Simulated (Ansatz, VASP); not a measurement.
## Sb: VASP beside Ansatz

```
Sb
1.0
     3.16000    0.00000    0.00000
     0.00000    3.16000    0.00000
     0.00000    0.00000    3.16000
Sb
1
Cartesian
  0.0000 0.0000 0.0000
```

This isn't the form of Sb at room conditions, which is rhombohedral.

Alike in both runs: functional revPBE; dispersion D4; k mesh 8 × 8 × 8; occupations tetrahedron; collinear spin.

```csv
,VASP,Ansatz
version,VASP 6.6.1,Ansatz 0.2.0
potentials or method,"VASP PAW PBE potentials, release 64 (Sb), cutoff 520 eV","all-electron LAPW, scalar-relativistic"
task,single point,band structure
```

|  | VASP | Ansatz | Ansatz less VASP |
| --- | --- | --- | --- |
| gap on the k mesh at the Fermi level (eV) | none | none | - |
| pressure (GPa) | -6.1 | -6.0 | +0.08 |
| net moment per atom (μB) | 0.00 | 0.00 | 0.000 |
| dispersion energy (meV/atom) | -773.9 | -774.1 | -0.22 |

A gap of «none» marks a metal or a gap that the smearing closes. Ansatz ran all-electron here, so the differences hold the error of VASP's frozen core and of both bases.

Caveats: pairwise dispersion overbinds metals, which lowers pressure and volume; the PAW data sets were made with another functional, which shifts forces and pressure a little (VASP); tetrahedron occupations give inexact forces and stress in metals (VASP); spin-orbit coupling is left out, which moves the levels of the heavy elements (Ansatz); with tetrahedron occupations forces and stress needn't match the slope of the energy (Ansatz); the starting moments weren't kept (Ansatz). Spin-orbit coupling is left out, which matters for the levels of Sb.
